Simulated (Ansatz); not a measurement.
The system is Cl.

```
CELL_PARAMETERS angstrom
3.14500 -2.25000 0.00000
3.14500 2.25000 0.00000
0.00000 0.00000 8.21000
ATOMIC_POSITIONS crystal
Cl 0.37000 0.63000 0.40000
Cl 0.13000 0.87000 0.90000
Cl 0.63000 0.37000 0.60000
Cl 0.87000 0.13000 0.10000
```

```yaml
Program: Ansatz 0.2.0
Task: relaxation of cell and atoms
Functional: PBEsol
Dispersion: D4
Potentials_or_basis: Ansatz PAW
Cutoff: "420 eV (not typed: the program's choice for these potentials)"
k_mesh: 7 × 7 × 4
Occupations: fermi-dirac, width 0.05 eV
Spin: no spin polarisation
```

At the start: volume 29.05 Å³/atom.

Task: Where does the relaxation end?

Result: It ends after 10 steps and the volume is 24.36 Å³/atom (-16.1 %); space group Cmce (No. 64, to 0.05 Å).

The path:
| step | energy change (eV) | largest force (eV/Å) | volume (Å³) |
| --- | --- | --- | --- |
| 1 | 0.0000 | 0.1755 | 116.19 |
| 2 | -0.0915 | 0.2048 | 106.35 |
| 3 | -0.1211 | 0.0615 | 102.20 |
| 4 | -0.1390 | 0.0320 | 99.80 |
| 5 | -0.1529 | 0.0231 | 97.03 |
| 6 | -0.1542 | 0.0813 | 97.20 |
| 7 | -0.1588 | 0.0133 | 98.50 |
| 8 | -0.1592 | 0.0100 | 97.55 |
| 9 | -0.1593 | 0.0075 | 97.44 |
| 10 | -0.1591 | 0.0075 | 97.44 |

Final structure:
```
Cl
1.0
     3.22192   -1.91083    0.00000
     3.22192    1.91083    0.00000
     0.00000    0.00000    7.91340
Cl
4
Direct
  0.36898 0.63102 0.38797
  0.13102 0.86898 0.88797
  0.63102 0.36898 0.61203
  0.86898 0.13102 0.11203
```

Caveat: the volume moved by over 15 % at a fixed basis, so the end points are rough; the plane-wave basis is chosen anew once the cell has moved, so the energies of steps on either side of that aren't comparable; the volume moved by -16 % from the deposited cell, more than functionals usually miss; the PAW data sets come from PBE, with cores solved anew for the run's functional, which leaves a small shift of forces and pressure.
